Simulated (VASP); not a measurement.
Write the native input for VASP 6.6.1 that does the following.

| Quantity | Value |
| --- | --- |
| Task | single point |
| Functional | PBE |
| Potentials or basis | VASP PAW PBE potentials, release 64 (Co, O) |
| Cutoff | 520 eV |
| k mesh | 8 × 8 × 7 |
| Occupations | gaussian, width 0.05 eV |
| Spin | no spin polarisation |
| Further INCAR settings | ALGO = Normal; EDIFF = 1e-06; NBANDS = 14 |

The structure of CoO lies in POSCAR:

```
CoO
1.0
    2.8562992300      0.0000000000      0.0000000000
   -1.4281496100      2.4736276900      0.0000000000
    0.0000000000      0.0000000000      2.7876065300
Co O
1 1
Direct
    0.0000000000      0.0000000000      0.0000000000
    0.6666666667      0.3333333333      0.5000000000
```

Measurements of this composition are mostly on another form, of space group No. 225.

These files were run (other wordings do the same):

INCAR

```
SYSTEM = CoO
ALGO = Normal ; EDIFF = 1E-6
ENCUT = 520 ; GGA = PE
ISIF = 2 ; ISMEAR = 0
LASPH = .True. ; LCHARG = .False.
LREAL = .False. ; LWAVE = .False.
NBANDS = 14 ; NELM = 120
PREC = Accurate ; SIGMA = 0.05
```

KPOINTS

```
k-points
0
Gamma
  8 8 7
  0 0 0
```

Potentials or basis: VASP PAW PBE potentials, release 64 (Co, O).

Command:

```bash
$ cat potpaw_PBE.64/Co/POTCAR potpaw_PBE.64/O/POTCAR > POTCAR
$ mpirun -np 1 vasp_std > vasp.out
```

It gave:

```
Pressure               : -19.3 GPa
Band gap on the k mesh : none (metal or under the smearing width)
```

Caveat: so large a pressure means that the cell lies far from this level's equilibrium, or that cutoff or potentials fall short; an odd number of electrons without spin polarisation forces a metal; a magnetic or distorted state may lie lower; the run has no spin polarisation, though such a crystal can be magnetic; semilocal functionals often make such compounds metallic where correlation or magnetic order opens a gap, which also shifts bond lengths.

It took 7.4 s on 1 thread of Intel(R) Xeon(R) Platinum 8488C (Sapphire Rapids), with other jobs on the host, peak memory 0.13 GiB.
